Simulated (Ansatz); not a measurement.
The calculation used DFT PBE, scalar-relativistic, plane waves, PAW in Ansatz. All cells share a 420 eV cutoff and Γ-centred k meshes spaced at most about 0.3 Å⁻¹ (about 0.25 or finer for metals, 2π included). Collinear spin in cells that started with moments and kept them past the coarse steps, no spin elsewhere.

All energies are static (0 K, no zero-point motion).

Two relaxed structures of InGa₂N₃:

A. (site moments N 0.5 (×3) μB)

```
CELL_PARAMETERS angstrom
2.95731 1.70740 2.74413
-2.95731 1.70740 2.74413
0.00000 -3.41480 2.74413
ATOMIC_POSITIONS crystal
In 0.50000 0.50000 0.50000
Ga 0.17018 0.17018 0.17018
Ga 0.82982 0.82982 0.82982
N 0.00000 0.50000 0.50000
N 0.50000 0.00000 0.50000
N 0.50000 0.50000 0.00000
```

B. (no spin)

```
CELL_PARAMETERS angstrom
3.12274 0.00000 0.00000
-1.56137 2.70437 0.00000
0.00000 0.00000 7.68536
ATOMIC_POSITIONS crystal
In 0.00000 0.00000 0.00000
Ga 0.33333 0.66667 0.65879
Ga 0.66667 0.33333 0.34121
N 0.33333 0.66667 0.18724
N 0.66667 0.33333 0.81276
N 0.00000 0.00000 0.50000
```

Question: Which form is favoured at zero pressure, and by what margin per atom?

Answer: B is lower, by 0.80 eV/atom. A has space group R-3m (No. 166), 13.9 Å³/atom and no gap on its mesh; B has In and Ga ordered on rock salt sites, space group P-3m1 (No. 164), 10.8 Å³/atom and a gap of 0.34 eV. Counting N atoms around Ga and In (those within 1.25 times the shortest such distance or 1.15 times the sum of covalent radii, 1.27 where that leaves under three), A has In 6, Ga 3 and B has In 6, Ga 6. Their magnetic states differ too. The denser one is the lower, and pressure would at first widen the difference. Even the lower one lies +0.19 eV/atom against the reference forms of the elements (uncorrected), so neither is stable at this level. Both come from invented guesses.

Kohn–Sham gaps at this level usually fall short of measured ones. Another magnetic order may lie lower. Cells relaxed within their symmetry can be saddle points.

The 0.80 eV/atom preference for B mainly reflects how well each structure bonds gallium. In A, Ga has only three N neighbours, all on one side, yet its Ga–N contacts are about as long as those in six-coordinate B, so the lost neighbours are not offset by shorter, stronger bonds. This suggests that Ga keeps part of its 4s density as a lone pair and leaves the N 2p shell incompletely filled, in line with the moments on N and the missing gap. In B, trivalent cations and nitride ions balance formally, which fits a filled, mainly N 2p valence band beneath empty cation s states.

B is still an unlikely ground state. GaN and InN both adopt tetrahedral wurtzite at ambient pressure and turn to rock salt only under compression, because their partly covalent bonds favour fourfold coordination. The positive energy against the elements therefore probably owes much to the imposed octahedral sites, and it does not show that every arrangement of this composition is unstable towards the elements.
